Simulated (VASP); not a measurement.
# Sb (I4/mmm) in VASP: a series of runs, part 2 of 2

VASP 6.6.1. The steps go on from the part before.

### Step 5. Single point, r2SCAN

File INCAR:

```
SYSTEM = Sb
PREC = Accurate
ENCUT = 600
EDIFF = 1E-6
ISMEAR = 0
SIGMA = 0.1
LREAL = .FALSE.
LASPH = .TRUE.
NELM = 100
ALGO = Normal
ISIF = 2
LWAVE = .FALSE.
LCHARG = .FALSE.
METAGGA = R2SCAN
LMIXTAU = .TRUE.
ADDGRID = .FALSE.
```

File KPOINTS:

```
regular mesh
0
G
  7 7 7
  0 0 0
```

File POSCAR:

```
Sb
1.0
   -1.5765401831      1.5765401831      2.7119384313
    1.5765401831     -1.5765401831      2.7119384313
    1.5765401831      1.5765401831     -2.7119384313
Sb
1
Direct
    0.0000000000      0.0000000000      0.0000000000
```

Potentials or basis: VASP PAW PBE potentials, release 64 (Sb).

Launch:

```sh
$ cat potpaw_PBE.64/Sb/POTCAR > POTCAR
$ mpirun -np 1 vasp_std > vasp.out
```

OUTCAR:

```text
SYSTEM = Sb
   PREC = Accurate
   ENCUT = 600
   EDIFF = 1E-6
   ISMEAR = 0
   LREAL = .FALSE.
   LASPH = .TRUE.
   NELM = 100
   ISIF = 2
   METAGGA = R2SCAN

 Found     40 irreducible k-points:

 Following reciprocal coordinates:
            Coordinates               Weight
  0.000000  0.000000  0.000000      1.000000
  0.142857  0.000000 -0.000000      8.000000
  0.285714  0.000000  0.000000      8.000000
  0.428571  0.000000 -0.000000      8.000000
  0.142857  0.142857 -0.000000      8.000000
  0.285714  0.142857  0.000000     16.000000
   k-points           NKPTS =     40   k-points in BZ     NKDIM =     40   number of bands    NBANDS=      6
   number of dos      NEDOS =    301   number of ions     NIONS =      1
   total plane-waves  NPLWV =  21952
   dimension x,y,z NGX =    28 NGY =   28 NGZ =   28
   dimension x,y,z NGXF=    56 NGYF=   56 NGZF=   56
   ions per type =               1
   NGX,Y,Z   is equivalent  to a cutoff of  13.26, 13.26, 13.26 a.u.
   NGXF,Y,Z  is equivalent  to a cutoff of  26.52, 26.52, 26.52 a.u.
 SYSTEM =  Sb
   PREC   = accura    normal or accurate (medium, high low for compatibility)
   ISTART =      0    job   : 0-new  1-cont  2-samecut
   ICHARG =      2    charge: 1-file 2-atom 10-const
   ISPIN  =      1    spin polarized calculation?
   LNONCOLLINEAR =      F non collinear calculations
   LSORBIT =      F    spin-orbit coupling
   LASPH  =      T    aspherical Exc in radial PAW
   ENCUT  =  600.0 eV  44.10 Ry    6.64 a.u.   7.01  7.01  7.01*2*pi/ulx,y,z
   NELM   =    100;   NELMIN=  2; NELMDL= -5     # of ELM steps
   EDIFF  = 0.1E-05   stopping-criterion for ELM
   LREAL  =      F    real-space projection
   EDIFFG = 0.1E-04   stopping-criterion for IOM
   NSW    =      0    number of steps for IOM
   IBRION =     -1    ionic relax: 0-MD 1-quasi-New 2-CG
   NFREE  =      0    steps in history (QN), initial steepest desc. (CG)
   ISIF   =      2    stress and relaxation
   ISYM   =      2    0-nonsym 1-usesym 2-fastsym
   POTIM  = 0.5000    time-step for ionic-motion
   TEBEG  =    0.0;   TEEND  =   0.0 temperature during run
   PSTRESS=    0.0 pullay stress
   NELECT =       5.0000    total number of electrons
   NUPDOWN=      -1.0000    fix difference up-down
   EMIN   =  10.00;   EMAX   =-10.00  energy-range for DOS
   EFERMI =   0.00;   METHOD = LEGACY
   ISMEAR =     0;   SIGMA  =   0.10  broadening in eV -4-tet -1-fermi 0-gaus
   EFERMI_NEDOS =   21; number of points for ismear=-14 and -15
   IALGO  =     38    algorithm
   IMIX   =      4    mixing-type and parameters
     AMIX     =   0.40;   BMIX     =  1.00
     AMIX_MAG =   1.60;   BMIX_MAG =  1.00
  volume/ion in A,a.u.               =      26.96       181.95
  Fermi-wavevector in a.u.,A,eV,Ry     =   0.933573  1.764197 11.858269  0.871558
  Thomas-Fermi vector in A             =   2.060288
   LORBIT       =      0    0 simple, 1 ext, 2 COOP (PROOUT), +10 PAW based schemes
   METAGGA = R2SCAN    functional components
   LHFCALC =     F    Hartree Fock is set to
   AEXX    =    0.0000 exact exchange contribution
   IVDW    =     0    specifies the selected vdW correction
   LEPSILON=     F    determine dielectric tensor
   LRPA    =     F    only Hartree local field effects (RPA)
 non-spin polarized calculation
 Gauss-broadening in eV      SIGMA  =   0.10
  energy-cutoff  :      600.00
  volume of cell :       26.96
 maximum number of plane-waves:       915
   NGX = 15   NGY = 15   NGZ = 15

 number of electron       5.0000000 magnetization

 Free energy of the ion-electron system (eV)
  ---------------------------------------------------
  ext. energy  EPLUGINS =         0.00000000
  ---------------------------------------------------
  free energy    TOTEN  =       -25.23875742 eV

  energy without entropy =      -25.23605076  energy(sigma->0) =      -25.23740409

 E-fermi :   8.4764     XC(G=0): -10.7787

 val. band max:        8.3927843420   @ k =  -0.1429  -0.4286   0.1429
 cond. band min:       8.5046935046   @ k =  -0.1429   0.2857   0.1429
 fundamental gap:      0.1119091626
 Fermi energy:         8.4764485761

 k-point     1 :       0.0000    0.0000    0.0000
  band No.  band energies     occupation
      1      -5.1215      2.00000
      2      13.3281      0.00000
      3      14.2116      0.00000
      4      14.2116      0.00000
      5      18.1900      0.00000
      6      19.6894      0.00000

 k-point     2 :       0.1429    0.0000   -0.0000
  band No.  band energies     occupation
      1      -4.6887      2.00000
      2      11.0242      0.00000
      3      12.6280      0.00000
      4      14.1319      0.00000
      5      17.3276      0.00000
      6      18.5987      0.00000

 k-point     3 :       0.2857    0.0000    0.0000
  band No.  band energies     occupation
      1      -3.4165      2.00000
      2       6.6474      2.00000
      3      11.2323      0.00000
      4      14.0721      0.00000
      5      15.8366      0.00000
      6      18.4656      0.00000

 k-point     4 :       0.4286    0.0000   -0.0000
  band No.  band energies     occupation
      1      -1.5619      2.00000
      2       3.0840      2.00000
      3      10.3984      0.00000
      4      14.1343      0.00000
      5      15.1137      0.00000
      6      18.9259      0.00000

 k-point     5 :       0.1429    0.1429   -0.0000
  band No.  band energies     occupation
      1      -4.0469      2.00000
      2       9.7722      0.00000
      3      10.6127      0.00000
      4      12.4169      0.00000
      5      17.7594      0.00000
      6      18.2705      0.00000

 k-point     6 :       0.2857    0.1429    0.0000
  band No.  band energies     occupation
      1      -2.5955      2.00000
      2       6.0128      2.00000
      3       9.7060      0.00000
      4      11.4862      0.00000
      5      16.6110      0.00000
      6      18.3930      0.00000

 [... further k-points ...]

------------------------ aborting loop because EDIFF is reached ----------------------------------------

  FORCE on cell =-STRESS in cart. coord.  units (eV):
  Direction    XX          YY          ZZ          XY          YZ          ZX
  --------------------------------------------------------------------------------------
  -------------------------------------------------------------------------------------
  Total        0.0763337      0.0763337      0.8346335      0.0000000      0.0000000      0.0000000
  in kB        4.5360425      4.5360425     49.5971235      0.0000000      0.0000000      0.0000000
  external PRESSURE =      19.5564028 kB  Pullay stress =       0.0000000 kB

 VOLUME and BASIS-vectors are now :
 -----------------------------------------------------------------------------
  energy-cutoff  :      600.00
  volume of cell :       26.96
      direct lattice vectors                 reciprocal lattice vectors
    -1.576540183  1.576540183  2.711938431     0.000000000  0.317150178  0.184369967
     1.576540183 -1.576540183  2.711938431     0.317150178  0.000000000  0.184369967
     1.576540183  1.576540183 -2.711938431     0.317150178  0.317150178  0.000000000

 POSITION                                       TOTAL-FORCE (eV/Angst)
 -----------------------------------------------------------------------------------
      0.00000      0.00000      0.00000         0.000000     -0.000000     -0.000000
 -----------------------------------------------------------------------------------
    total drift:                               -0.000000      0.000000      0.000000

  FREE ENERGIE OF THE ION-ELECTRON SYSTEM (eV)
  ---------------------------------------------------
  free  energy   TOTEN  =       -25.2387574187 eV

  energy  without entropy=      -25.2360507635  energy(sigma->0) =      -25.23740409
```

OSZICAR:

```text
N       E                     dE             d eps       ncg     rms          rms(c)
DAV:   1    -0.121065687534E+02   -0.12107E+02   -0.18004E+03   480   0.633E+02
DAV:   2    -0.256697955464E+02   -0.13563E+02   -0.13269E+02   690   0.849E+01
DAV:   3    -0.258564769543E+02   -0.18668E+00   -0.18622E+00   588   0.110E+01
DAV:   4    -0.258571281877E+02   -0.65123E-03   -0.65123E-03   624   0.831E-01
DAV:   5    -0.258571307634E+02   -0.25757E-05   -0.25744E-05   636   0.398E-02    0.150E+00
DAV:   6    -0.251218053535E+02    0.73533E+00   -0.12168E-01   546   0.352E+00    0.975E-01
DAV:   7    -0.253379050431E+02   -0.21610E+00   -0.10553E-01   486   0.310E+00    0.129E-01
DAV:   8    -0.252384282431E+02    0.99477E-01   -0.60430E-02   510   0.240E+00    0.787E-02
DAV:   9    -0.252360038492E+02    0.24244E-02   -0.78423E-04   594   0.279E-01    0.997E-02
DAV:  10    -0.252369927086E+02   -0.98886E-03   -0.26113E-03   498   0.486E-01    0.461E-02
DAV:  11    -0.252378362916E+02   -0.84358E-03   -0.87751E-04   510   0.393E-01    0.537E-02
DAV:  12    -0.252384886028E+02   -0.65231E-03   -0.23796E-04   498   0.160E-01    0.348E-02
DAV:  13    -0.252386133796E+02   -0.12478E-03   -0.45099E-05   534   0.767E-02    0.254E-02
DAV:  14    -0.252387421715E+02   -0.12879E-03   -0.92448E-05   492   0.122E-01    0.621E-03
DAV:  15    -0.252387565944E+02   -0.14423E-04   -0.71408E-06   600   0.355E-02    0.229E-03
DAV:  16    -0.252387574187E+02   -0.82433E-06   -0.35126E-07   288   0.800E-03
   1 F= -.25238757E+02 E0= -.25237404E+02  d E =-.270666E-02
```

It took 19 s on 1 thread of Intel Xeon 6975P-C (Granite Rapids), shared host; peak memory 0.17 GiB.

These settings aren't checked as converged: the numbers below hold their error.

What came out:

```
Free energy            : -25.2388 eV
Pressure               : 2.0 GPa
Band gap on the k mesh : none (metal or under the smearing width)
```

Caveat: the k mesh is coarse (spacing up to 0.40 Å⁻¹), so the values aren't converged; the PAW data sets were made with another functional, which shifts forces and pressure a little.

### Step 6. Single point, r2SCAN

INCAR is that of step 5.

KPOINTS is that of step 5.

File POSCAR:

```
Sb
1.0
   -1.5638750000      1.6131910000      2.7402030000
    1.6104090000     -1.5604430000      2.7365900000
    1.5281950000      1.5247630000     -2.7095380000
Sb
1
Direct
    0.0004760000      0.0218010000      0.0165680000
```

Potentials or basis: VASP PAW PBE potentials, release 64 (Sb).

Launch:

```sh
$ cat potpaw_PBE.64/Sb/POTCAR > POTCAR
$ mpirun -np 1 vasp_std > vasp.out
```

It took 65 s on 1 thread of Intel Xeon 6975P-C (Granite Rapids), shared host; peak memory 0.19 GiB.

The run converged, but some of its settings lie outside the range that counts as converged, so its numbers aren't taken as properties of the crystal.

Results:

- Free energy: -25.2440 eV
- Pressure: 2.0 GPa
- Band gap on the k mesh: none (metal or under the smearing width)

Caveat: the k mesh is coarse (spacing up to 0.41 Å⁻¹), so the values aren't converged; the PAW data sets were made with another functional, which shifts forces and pressure a little.

### Step 7. For comparison

An earlier run on the cell as given: functional PBEsol; potentials or basis VASP PAW PBE potentials, release 64 (Sb); cutoff 520 eV; k mesh 12 × 12 × 12; occupations fermi-dirac, width 0.05 eV; no spin polarisation.

* Pressure: -1.3 GPa
* Band gap on the k mesh: none (metal or under the smearing width)
